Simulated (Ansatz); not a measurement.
WS2:

```
W S
1.0
     1.57900    0.91164    6.16333
    -1.57900    0.91164    6.16333
     0.00000   -1.82327    6.16333
W S
1 2
Direct
  0.00000 0.00000 0.00000
  0.58100 0.58100 0.58100
  0.75030 0.75030 0.75030
```

Measurements of this composition are mostly on another form, of space group No. 194.

A run of Ansatz 0.2.0 on this cell left the log below. Logs are shortened: lines on timing, memory, paths and dates and some standing lists are left out, and cuts for length are marked.

```text
Warning: RAYON_NUM_THREADS=2 ignored (pool sized by the plan → 2); use --threads N
LAPW: plane waves up to 8.339 Å⁻¹, error target 2.0e-3 eV per atom; small_component_spin mean_spin; S in spheres of 1.023 Å, 14 of its electrons in bands, Dirac shells []; W in spheres of 1.368 Å, 38 of its electrons in bands, Dirac shells [] (how accurate: hamiltonian.pseudopotentials.lapw.basis_error, Limitations)
Engine: ansatz 0.2.0, aarch64-unknown-linux-gnu
Pseudopotentials: kind: all_electron
Pseudopotential: W, LAPW, valence charge 38, lapw/all_electron/scalar/gaussian/W, Koelling and Harmon's equation, gaussian nucleus
Pseudopotential: S, LAPW, valence charge 14, lapw/all_electron/scalar/gaussian/S, Koelling and Harmon's equation, gaussian nucleus
Functional definition: PBEsol
  exchange = pbesol_x
  correlation = pbesol_c
Crystal: 3 atoms, lattice volume = 53.232 Å³
Basis set: ecut = 264.9179143137132 eV, 527 PW (Γ), FFT grids on a1−a3, a2−a3, a3, exchange–correlation at level 2
Bands: 40, of which v1, the nominal top of the filled ones, is band 33 counted from 1 (32 counted from 0)
Symmetry: 6 space group operations
Space group: R3m (ITA 160), of the structure as read, at distance tolerance 3.8e-5 Å
k-points: 116 of 1000 (time reversal used)
Non-local potential: W, projectors of the file, none
Non-local potential: S, projectors of the file, none
Initial density: superposition of atomic densities (chi_scale 0.1, normalization cell, long waves kept (reshape's long-wave potential 0.08 eV rms))
Initial wavefunctions: plane waves of lowest kinetic energy (no species holds an atomic orbital)
Functional: x = pbesol(κ = 0.804, μ = 0.12345679012345678), c = pbesol(β = 0.046)
[... 16 lines left out ...]
Free energy (F): -460767.730676 eV
Harris-Foulkes:  -460767.730676 eV  (|F-HF|=3.93e-8)
Internal energy: -460767.730676 eV  (E = F + TS)
E sigma→0 (E₀):  -460767.730676 eV
Entropy (-TS):   -0.000000 eV (-0.000 meV/atom)
Fermi energy:    14.703112 eV
--- Per-component energies (eV) ---
  E_band       = -4921.112789
  E_kinetic    = 513478.898128
  E_xc         = -10065.630139
  E_electrostatic = -964180.998665  (all electrons and nuclei)
  E_smearing   = -0.000000  (= −TS)
  E_closure    = 0.000000  (closes the sum)
  E_atoms      = -460744.039139  (free atoms, spherical and without spin; not in F)
  Σ components = -460767.730676   (vs F -460767.730676, Δ=0.00e0)
  Basis errors (estimates in eV, not in F): energy 9.3e-4 per atom: plane waves 8.3e-4 (4.8e-4 summed), levels above the bands 7.7e-72, relativity 5.9e-8, radial functions 9.4e-5, core shells 2.4e-6; eigenvalues (radial functions only) 2.7e-6; not estimated: angular momenta, meshes, grids; target (lapw.basis_error) 2.0e-3; muffin-tin radii S 1.023 Å, W 1.368 Å
--- Forces (eV/Å), atoms counted from 1 ---
  atom   1  W      0.00000000    -0.00000000    -0.59923092
  atom   2  S      0.00000000     0.00000000     0.36746554
  atom   3  S      0.00000000     0.00000000     0.23174510
  max |Σ_I F_I| component: 2.03e-5 eV/Å
--- Stress (GPa, compression-positive) ---
       -0.914042       0.000000       0.000000
        0.000000      -0.914042       0.000000
        0.000000       0.000000       0.093136
  P = ⅓ Tr σ = -0.5783 GPa (-5.783 kbar)
--- Band table (eV; the first three rows and the last of 116) ---
  k-point 0: bands = ["-219.2054", "-219.2054", "-219.1949", "-219.1949", "-219.1853", "-191.4378", "-191.4317", "-136.5070", "-136.5070", "-136.5014", "-136.5014", "-136.4685", "-136.4568", "-60.2930", "-24.6073", "-24.4210", "-24.4210", "-14.5726", "-14.5726", "-14.5648", "-14.5512", "-14.5512", "-14.5485", "-14.5453", "-1.4262", "0.5899", "6.5408", "10.6890", "10.6890", "11.9482", "11.9482", "12.6782", "13.0075", "16.4201", "16.4201", "16.7834", "16.7834", "18.8571", "21.9062", "22.5981"]
  k-point 1: bands = ["-219.2054", "-219.2054", "-219.1949", "-219.1949", "-219.1853", "-191.4378", "-191.4317", "-136.5070", "-136.5070", "-136.5014", "-136.5014", "-136.4685", "-136.4568", "-60.2912", "-24.6007", "-24.4568", "-24.4293", "-14.5727", "-14.5721", "-14.5638", "-14.5519", "-14.5514", "-14.5480", "-14.5465", "-1.2535", "0.6393", "6.7521", "10.2643", "10.8561", "11.3380", "11.6864", "12.7787", "13.1054", "16.1920", "16.4607", "16.5588", "16.8040", "19.6163", "22.4911", "22.7106"]
  k-point 2: bands = ["-219.2054", "-219.2054", "-219.1949", "-219.1949", "-219.1853", "-191.4378", "-191.4317", "-136.5071", "-136.5070", "-136.5014", "-136.5014", "-136.4685", "-136.4568", "-60.2865", "-24.5837", "-24.5498", "-24.4510", "-14.5731", "-14.5707", "-14.5609", "-14.5536", "-14.5525", "-14.5492", "-14.5466", "-0.7712", "0.7775", "7.2912", "9.3730", "10.3595", "11.0845", "11.3489", "12.5542", "12.8766", "15.5968", "16.3381", "16.7786", "17.3589", "20.7748", "22.5334", "23.0843"]
  k-point 115: bands = ["-219.2054", "-219.2054", "-219.1949", "-219.1949", "-219.1853", "-191.4378", "-191.4317", "-136.5070", "-136.5070", "-136.5014", "-136.5014", "-136.4685", "-136.4568", "-60.2930", "-24.6073", "-24.4210", "-24.4210", "-14.5726", "-14.5726", "-14.5648", "-14.5512", "-14.5512", "-14.5485", "-14.5453", "-1.1995", "0.1525", "7.5917", "10.3618", "10.6734", "10.6734", "11.9806", "11.9806", "14.2420", "16.5359", "16.5359", "16.6220", "16.6220", "19.0822", "22.3849", "23.8721"]
```

Task: What input gives this log?

Result: Density of states with PBEsol, no spin polarisation. The files as run (others can give the same):

input.yaml
```yaml
crystal:
  lattice:
    - [1.579, 0.9116360751, 6.1633333333]
    - [-1.579, 0.9116360751, 6.1633333333]
    - [0.0, -1.8232721501, 6.1633333333]
  atoms:
    - { symbol: W, position: [0.0, 0.0, 0.0] }
    - { symbol: S, position: [0.581, 0.581, 0.581] }
    - { symbol: S, position: [0.7503, 0.7503, 0.7503] }
kpoints:
  mp_grid: { grid: [10, 10, 10] }
scf:
  occupations: { method: fermi_dirac, width: 0.05 }
hamiltonian:
  xc: pbesol
  pseudopotentials: { kind: all_electron, lapw: { basis_error: 0.002 } }
output:
  forces: true
  stress: true
  eigenvalues: true
  dos: { projected: false, de: 0.2, e_range: [-20, 10] }
```

Potentials or basis: all-electron LAPW, scalar-relativistic.
Command:
```sh
$ ansatz run input.yaml --threads 2 --pin off --max-ram 8192MiB --backend cpu --events-out ev --progress --plain --runs-dir out
```

Caveat: spin-orbit coupling is left out, which moves the levels of the heavy elements; the density of states is complete only up to the lowest level of the last band computed.
